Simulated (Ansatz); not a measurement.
**Na under changes of volume**

One of the cells (37.814 Å³/atom); the others are scaled copies at fixed shape and fractional positions:

```
CELL_PARAMETERS angstrom
3.76700 0.00000 0.00000
-1.88350 3.26232 0.00000
0.00000 0.00000 6.15400
ATOMIC_POSITIONS crystal
Na 0.66667 0.33333 0.75000
Na 0.33333 0.66667 0.25000
```

This isn't the form of Na at room conditions, which is bcc.

* Program: Ansatz 0.2.0
* Functional: PBE
* Potentials or basis: all-electron LAPW, scalar-relativistic
* Cutoff: 80 eV (chosen from the basis error)
* Basis error allowed: 0.0005 eV/atom
* k mesh: 8 × 8 × 5
* Occupations: fermi-dirac, width 0.05 eV
* Spin: no spin polarisation

| volume (Å³/atom) | energy over the lowest point (meV/atom) | pressure (GPa) |
| --- | --- | --- |
| 35.545 | 1.67 | 0.4 |
| 36.301 | 0.42 | 0.2 |
| 37.057 | 0.00 | 0.0 |
| 37.814 | ? | ? |
| 38.570 | 1.33 | -0.3 |
| 39.326 | 2.95 | -0.4 |
| 40.083 | 5.14 | -0.5 |

What does the run at 37.814 Å³/atom give?

Energy over the lowest point 0.33 meV/atom; pressure -0.1 GPa.

Worked out: A Birch-Murnaghan fit of order 3 (a polynomial in V^(-2/3)) to the other rows has its minimum at 37.09 Å³/atom with B0 = V·E''(V) = 7.7 GPa and B' = 3.7 at fixed shape and positions, which overstates the stiffness. It gives 0.32 meV/atom at 37.814 Å³/atom, against the run's 0.33, and -dE/dV = -0.1 GPa, against -0.1.

Energies are extrapolated to zero smearing.
